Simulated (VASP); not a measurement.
The system is Ag.

```
CELL_PARAMETERS angstrom
0.00000 2.04275 2.04275
2.04275 0.00000 2.04275
2.04275 2.04275 0.00000
ATOMIC_POSITIONS crystal
Ag 0.00000 0.00000 0.00000
```

- Program: VASP 6.6.1
- Task: single point
- Functional: PBE
- Potentials or basis: VASP PAW PBE potentials, release 64 (Ag)
- Cutoff: 520 eV
- k mesh: 11 × 11 × 11
- Occupations: fermi-dirac, width 0.05 eV
- Spin: no spin polarisation

On this cell: pressure 4.3 GPa; band gap on the k mesh none (metal or under the smearing width).

The same run follows on a disturbed copy (cell strained at random at fixed volume):

```
CELL_PARAMETERS angstrom
-0.00622 2.03863 2.06720
2.01497 0.04695 2.01403
2.08560 2.05608 -0.02368
ATOMIC_POSITIONS crystal
Ag 0.00221 0.02855 0.98957
```

Q: What changes?

A: The energy (extrapolated to zero smearing) moves by +6.3 meV/atom; pressure 4.7 GPa; band gap on the k mesh none (metal or under the smearing width).

Stress tensor (GPa, compression positive):
```
 4.88 -1.82  1.48
-1.82  4.62 -0.88
 1.48 -0.88  4.53
```
